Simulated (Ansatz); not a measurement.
This log comes from Ansatz, run on rocksalt ZnO. Cell and atoms come from a relaxation with r2SCAN.

Structure:
```
Zn O
1.0
     0.00000    2.13377    2.13377
     2.13377    0.00000    2.13377
     2.13377    2.13377    0.00000
Zn O
1 1
Direct
  0.00000 0.00000 0.00000
  0.50000 0.50000 0.50000
```

Abridged output:
```
scf.n_extra_bands = 4 over 9 filled bands (N_el = 18.0): the run solves 13 bands
Pseudopotential: Zn, paw, valence charge 12, recommended cutoff 420 eV (normal)
Pseudopotential: O, paw, valence charge 6, recommended cutoff 420 eV (normal)
Functional definition: unnamed
ε∞ on k-mesh 4×4×4 of a primitive cell: xx 5.3537, yy 5.3537, zz 5.3537; 3/Tr ε∞, of that cell with its empty space = 0.18678779537954804
Crystal: 2 atoms, lattice volume = 19.430 Å³
Basis set: ecut = 420 eV, 339 PW (Γ)
Symmetry: 48 space group operations
Space group: Fm-3m (ITA 225)
k-points: 29 of 512
[warm-up without exact exchange]
SCF 1 stopped early in 3 iterations: F = -3886.524686 eV  dr2 = 7.51e-6
[exact exchange on]
preconditioner: auto → none  [insulator: Δε(μ)=2.784 eV  ℏωp=35.7 eV]
SCF 2 stopped early in 7 iterations: F = -3886.560181 eV  dr2 = 2.40e-6
hybrid outer 1: dexx = +7.080e-3 eV, tail = 1.62e-5 eV
SCF 3 converged in 4 iterations: F = -3886.559914 eV  dr2 = 5.13e-10
hybrid outer 2: dexx = +2.160e-7 eV, tail = 4.51e-9 eV, Δε = 3.83e-3 eV
hybrid SCF converged: 2 outer / 11 inner (+3 warm-up)
Free energy (F): -3886.559914 eV
Fermi energy:    8.911946 eV
--- Per-component energies (eV) ---
  E_band       = 49.073680
  E_kinetic    = 307.300768
  E_local      = -1709.144683
  E_nonlocal   = 672.189905
  E_hartree    = 705.088633
  E_xc         = -173.674795
  E_vxc        = -120.315265
  E_exx        = -51.445825
  E_paw        = -1980.220576
  E_vpaw       = -408.244764
  E_ewald      = -1657.076649
  E_core_change = 0.421410
--- Forces (eV/Å), atoms counted from 1 ---
  atom   1  Zn      0.00000      0.00000      0.00000
  atom   2  O       0.00000      0.00000      0.00000
--- Stress (GPa, compression-positive) ---
        2.482018       0.000000       0.000000
        0.000000       2.482018       0.000000
        0.000000       0.000000       2.482018
  P = ⅓ Tr σ = 2.4820 GPa (24.820 kbar)
--- Band table (eV; the first three rows and the last of 29) ---
  k-point 0: bands = […, 3.1260, 3.2708, 3.2708, 7.6568, 7.6568, 7.6568, 11.6950, 29.0164, 29.0164, 29.0164]
  k-point 1: bands = […, 3.0554, 3.2155, 3.2155, 6.5141, 7.8620, 7.8620, 12.9839, 25.4678, 28.1259, 28.1259]
  k-point 2: bands = […, 2.6841, 3.3406, 3.3406, 5.1742, 8.3190, 8.3190, 14.8879, 22.5366, 26.1259, 26.1259]
  k-point 28: bands = […, 2.6444, 3.6582, 3.8288, 5.1605, 5.1605, 6.6507, 18.1035, 21.6442, 21.6442, 23.3459]
```

The file bands.tsv (bands near the Fermi energy, numbered from 0, rounded):
```tsv
# k_distance	band_4	band_5	band_6	band_7	band_8	band_9	band_10	band_11	band_12
# fermi_ev = 8.911946
# [0, 0, 0] at k_distance = 0.000000
# [0.5, 0, 0.5] at k_distance = 1.472320
# [0.625, 0.25, 0.625] at k_distance = 1.992864
# [0.375, 0.375, 0.75] at k_distance = 2.894472
# [0.5, 0.5, 0.5] at k_distance = 3.796080
# [0.5, 0.25, 0.75] at k_distance = 4.837167
# [0, 0, 0.5] at k_distance = 5.878255
# levels_relative_to = fermi_ev
0.000	-5.641	-5.641	-1.255	-1.255	-1.255	2.783	20.104	20.104	20.104
1.472	-5.254	-5.254	-4.965	-2.811	-2.811	6.442	13.085	13.160	18.043
1.993	-5.320	-5.317	-4.178	-3.432	-1.536	8.339	11.970	12.849	17.043
2.894	-5.320	-5.317	-4.178	-3.432	-1.536	8.339	11.970	12.849	17.043
3.796	-5.374	-5.374	-4.216	0.000	0.000	7.373	11.654	15.096	15.096
4.837	-5.254	-5.083	-3.751	-3.751	-2.261	9.192	12.732	12.732	14.434
5.878	-5.374	-5.374	-4.216	0.000	0.000	7.373	11.654	15.096	15.096
```
In order the rows are Γ, X, U, K, L, W, L.

Task: Write the input file that gave this output.

Result:
```yaml
crystal:
  # lattice and atoms as above
  host: atoms
kpoints:
  mp_grid: { grid: [8, 8, 8] }
  band_path:
    path:
      - [0.0, 0.0, 0.0]
      - [0.5, 0.0, 0.5]
      - [0.625, 0.25, 0.625]
      - [0.375, 0.375, 0.75]
      - [0.5, 0.5, 0.5]
      - [0.5, 0.25, 0.75]
      - [0.0, 0.0, 0.5]
    npoints: 1
hamiltonian:
  xc:
    exchange: pbe
    correlation: pbe
    exx: { coeff: inverse_dielectric }
scf:
  occupations: { method: fixed }
  n_extra_bands: 4
output:
  forces: true
  stress: true
  eigenvalues: true
```
A single point prints forces and stress when the output block asks for them. The exchange loop and the term E_exx show exact exchange. This is the file that was run; thresholds and some counts can't be read off the log exactly.

Run as `ansatz run input.yaml --threads 2 --pin off --max-ram 2211MiB --backend cpu --events-out ev --progress --plain --runs-dir out`.

All values are calculated for a non-magnetic cell, which may be hypothetical.

The stress of a hybrid is loosely converged in these runs.
